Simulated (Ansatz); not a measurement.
**Na2S: a single-point run**

Aim: a sound single-point run of Na2S. The structure is shown as the input types it.

Method: density functional or hybrid calculation with the settings of its input, plane waves (as first typed), in Ansatz 0.2.0.

1 further run of the same task is left out (it didn't finish).

### Step 1. The starting structure

The structure is cubic, space group Fm-3m (No. 225). The conventional cell has a = 6.511 Å, b = 6.511 Å, c = 6.511 Å, α = 90.00°, β = 90.00°, γ = 90.00°. S (site symmetry m-3m) has 8 Na at 2.82 Å as nearest neighbours. Around Na (site symmetry -43m) lie 4 S at 2.82 Å.

Structure file:

```
S Na
1.0
     0.00000    3.25543    3.25543
     3.25543    0.00000    3.25543
     3.25543    3.25543    0.00000
S Na
1 2
Cartesian
  0.0000 0.0000 0.0000
  1.6277 1.6277 1.6277
  4.8831 4.8831 4.8831
```

### Step 2. Input and run

input.yaml

```yaml
crystal:
  lattice:
    - [0.0, 3.2554324741, 3.2554324741]
    - [3.2554324741, 0.0, 3.2554324741]
    - [3.2554324741, 3.2554324741, 0.0]
  atoms:
    - { symbol: S, position: [0.0, 0.0, 0.0] }
    - { symbol: Na, position: [0.25, 0.25, 0.25] }
    - { symbol: Na, position: [0.75, 0.75, 0.75] }
kpoints:
  mp_grid: { grid: [6, 6, 6] }
hamiltonian:
  xc: pbesol
scf:
  occupations: { method: fixed }
  n_extra_bands: 4
  max_iter: 5
output:
  forces: true
  stress: true
  eigenvalues: true
```

Started as:

```
ansatz run input.yaml --threads 4 --pin off --max-ram 3686MiB --backend cpu --events-out ev --progress --plain --runs-dir out
```

**Question.** How will this run end, and is anything wrong with its input?

This run ends as converged. Convergence says nothing about whether the input makes sense.

In the input, scf.max_iter is 5. The risk: too low a cap on iterations. The run converged, but that does not make its result sound.

To check: delete scf.max_iter (the default then holds).
